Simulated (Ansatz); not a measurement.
This WSe2 structure is the end of a relaxation. The cell was found from a structure generator's guess, not taken from experiment.

Method: DFT PBE, scalar-relativistic, plane waves, PAW (Ansatz). Cutoff 420 eV, Γ-centred mesh, Gaussian smearing, no spin polarisation.

```
CELL_PARAMETERS angstrom
5.20032 0.00000 0.00000
-2.60016 4.50361 0.00000
0.00000 0.00000 5.85166
ATOMIC_POSITIONS crystal
W 0.33333 0.66667 0.91759
W 0.66667 0.33333 0.91759
Se 0.00000 0.00000 0.78234
Se 0.50000 0.00000 0.27099
Se 0.00000 0.50000 0.27099
Se 0.50000 0.50000 0.27099
```

Formation energies are uncorrected and refer to the elements' standard structures at the same level.

(1) What space group does it have?

(2) How far does it lie from the elements in energy?

(3) Is it a metal?

Results:

(1) P6mm (No. 183). Conventional cell: a = 5.200 Å, c = 5.852 Å. Around W lie 3 Se at 2.56 Å, 3 W at 3.00 Å and 3 Se at 3.10 Å; around Se on a site of symmetry 6mm lie 6 W at 3.10 Å; Se on a site of symmetry 2mm has 2 W at 2.56 Å and 4 Se at 2.60 Å.

(2) +0.85 eV/atom. It can't be a ground state, since the elements alone are lower.

(3) Yes, bands cross the Fermi level on the 12×12×6 mesh.

The last run used a 12×12×6 mesh (in the run's order of axes) for its 6-atom cell and Gaussian smearing of 0.10 eV. No dispersion correction is applied, so the spacing and binding between layers, chains or molecules are poorly described. Spin–orbit coupling, which can matter for W, is left out. The reference form of Se is held partly by dispersion forces, which this level lacks. Symmetry constrained the relaxation, so the result can be a saddle point. Another cell of WSe2 relaxed alike, in P6_3/mmc (a cell as deposited in COD), lies 1.41 eV/atom lower, so this cell isn't the stable form at this level.
